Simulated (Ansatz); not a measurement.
A (100) slab of AlRu (Pm-3m (No. 221)), 7 planes, outer planes Al (top) and Al (bottom), with 7 atoms (Al4Ru3) in a surface cell of A = 8.896 Å², as cut from the bulk:

```
CELL_PARAMETERS angstrom
2.98262 0.00000 0.00000
0.00000 2.98262 0.00000
0.00000 0.00000 23.94787
ATOMIC_POSITIONS crystal
Al 0.00000 0.00000 0.31318
Ru 0.50000 0.50000 0.37545
Al 0.00000 0.00000 0.43773
Ru 0.50000 0.50000 0.50000
Al 0.00000 0.00000 0.56227
Ru 0.50000 0.50000 0.62455
Al 0.00000 0.00000 0.68682
```

Theory: Ansatz, DFT r2SCAN, scalar-relativistic, plane waves, PAW. Plane waves to 500 eV, a k mesh through Γ of 12×12×1 on the computed 7-atom cell and Gaussian smearing (0.10 eV); no spin polarisation.

The relaxed slab holds 3 formula units of AlRu and 1 further Al. Against those formula units in the bulk and the further Al in its standard state it lies 0.705 eV higher. The formation energy of AlRu from the standard states is -1.428 eV a formula unit (uncorrected, no zero-point or thermal terms).

Q: Over what range can the chemical potential of Al vary, and what is the surface energy at both ends?

A: In contact with the bulk, μ(Al) + μ(Ru) is fixed. With Δμ counted from the standard states, Δμ(Al) ≤ 0 keeps elemental Al from forming, and Δμ(Ru) ≤ 0 requires Δμ(Al) ≥ ΔH = -1.428 eV. Other compounds of Al and Ru can narrow this range. Then γ, the mean of both faces, = [0.705 eV − 1.00·Δμ(Al)]/(2A). At the Al-rich end (Δμ = 0): 0.705/(2 × 8.896) × 16.02 = 0.63 J/m². At the Al-poor end: (0.705 + 1.428)/(2 × 8.896) × 16.02 = 1.92 J/m².

Q: How does its energy depend on growth conditions?

A: It carries an excess of Al, so its energy falls by 0.90 J/m² for each eV that μ(Al) rises: Al-rich conditions lower it; whether it appears depends on the other terminations.